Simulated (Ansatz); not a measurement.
Relaxed bulk AlP:

```cif
data_structure
_symmetry_space_group_name_H-M 'F-43m'
_symmetry_Int_Tables_number 216
_cell_length_a 5.5068
_cell_length_b 5.5068
_cell_length_c 5.5068
_cell_angle_alpha 90.000
_cell_angle_beta 90.000
_cell_angle_gamma 90.000
_cell_volume 166.99
loop_
_atom_site_label
_atom_site_type_symbol
_atom_site_symmetry_multiplicity
_atom_site_Wyckoff_symbol
_atom_site_fract_x
_atom_site_fract_y
_atom_site_fract_z
_atom_site_occupancy
P1 P 4 b 0.50000 0.00000 0.00000 1
Al1 Al 4 c 0.25000 0.25000 0.25000 1
```

Miller indices refer to the conventional cell of F-43m (No. 216), a = 5.507 Å, b = 5.507 Å, c = 5.507 Å, α = 90.00°, β = 90.00°, γ = 90.00°. The bulk's gap is 1.63 eV.

The (100) slab of 10 planes, 12.4 Å thick with 15 Å of vacuum as cut; outer planes Al (top) and P (bottom).

These are results of DFT PBE, scalar-relativistic, plane waves, PAW in Ansatz 0.2.0, not measurements. Plane waves to 420 eV, a k mesh through Γ of 7×7×1 on the computed 10-atom cell and Gaussian smearing (0.05 eV); no spin polarisation. A dipole correction removes the field between periodic images along c.

This cut of an insulator is polar or leaves open shells, so the slab is metallic here; real surfaces compensate by reconstruction or adsorbates.

With the atoms at the bulk's places:

- Surface energy (mean of both faces): 2.39 J/m²
- Gap of the slab on the mesh: none (metal or semimetal)
- Work function: 4.85 eV (top), 6.49 eV (bottom)
- Dipole of the slab along +c, per cell: 0.14 e·Å

**Question.** What changes when all atoms relax within this surface cell and its symmetry?

**Answer.** The energy falls by 0.012 J/m² a face, and the largest move is 0.05 Å.

```yaml
Surface_energy_mean_of_both_faces: 2.38 J/m²
Gap_of_the_slab_on_the_mesh: none (metal or semimetal)
Work_function: 4.87 eV (top), 6.47 eV (bottom)
Dipole_of_the_slab_along_+c_per_cell: 0.13 e·Å
```

```
plane (bottom to top) atoms spacing to next, bulk (Å) relaxed (Å) change (%)
                    1      P                      1.377        1.326        -3.7
                    2     Al                      1.377        1.410        +2.4
                    3      P                      1.377        1.343        -2.5
                    4     Al                      1.377        1.403        +1.9
                    5      P                      1.377        1.356        -1.5
                    6     Al                      1.377        1.398        +1.6
                    7      P                      1.377        1.354        -1.7
                    8     Al                      1.377        1.405        +2.0
                    9      P                      1.377        1.415        +2.8
                   10     Al
```